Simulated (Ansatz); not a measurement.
Wanted: the native input for an Ansatz 0.2.0 run.

```
Task                : density of states
Functional          : RPBE
Potentials or basis : Ansatz PAW
Cutoff              : 420 eV (not typed: the program's choice for these potentials)
k mesh              : 7 × 7 × 7
Occupations         : fermi-dirac, width 0.05 eV
Spin                : spin-orbit coupling, no magnetisation
```

CdTe:

```xyz
2
Lattice="0.0000 3.2050 3.2050 3.2050 0.0000 3.2050 3.2050 3.2050 0.0000" Properties=species:S:1:pos:R:3 pbc="T T T"
Te    4.8075    4.8075    4.8075
Cd    0.0000    0.0000    0.0000
```

One way to write it, as run:

input.yaml

```yaml
crystal:
  lattice:
    - [0.0, 3.205, 3.205]
    - [3.205, 0.0, 3.205]
    - [3.205, 3.205, 0.0]
  atoms:
    - { symbol: Te, position: [0.75, 0.75, 0.75] }
    - { symbol: Cd, position: [0.0, 0.0, 0.0] }
hamiltonian:
  xc: rpbe
  pseudopotentials: { kind: paw_fr }
magnetization:
  noncollinear: true
  spin_orbit: true
kpoints:
  mp_grid: { grid: [7, 7, 7] }
scf:
  occupations: { method: fermi_dirac, width: 0.05 }
  n_extra_bands: 6
  algorithm: density_mixing
output:
  forces: true
  stress: true
  eigenvalues: true
  dos: { projected: false, de: 0.05, nscf_kmesh: { grid: [11, 11, 11] } }
```

Potentials or basis: Ansatz PAW.

Launch:

```sh
$ ansatz run input.yaml --threads 1 --pin off --max-ram 2560MiB --backend cpu --events-out ev --progress --plain --runs-dir out
```

It gave:

* Pressure: 6.0 GPa
* Band gap on the k mesh: 0.76 eV, direct

Caveat: odd divisions of the mesh miss points on the zone boundary, where band edges often lie, so the gap on the mesh can be too wide; the PAW data sets come from PBE, with cores solved anew for the run's functional, which leaves a small shift of forces and pressure.

Run time: 25 s on 1 thread of Arm Neoverse V2, on a shared host, peak memory 0.49 GiB.
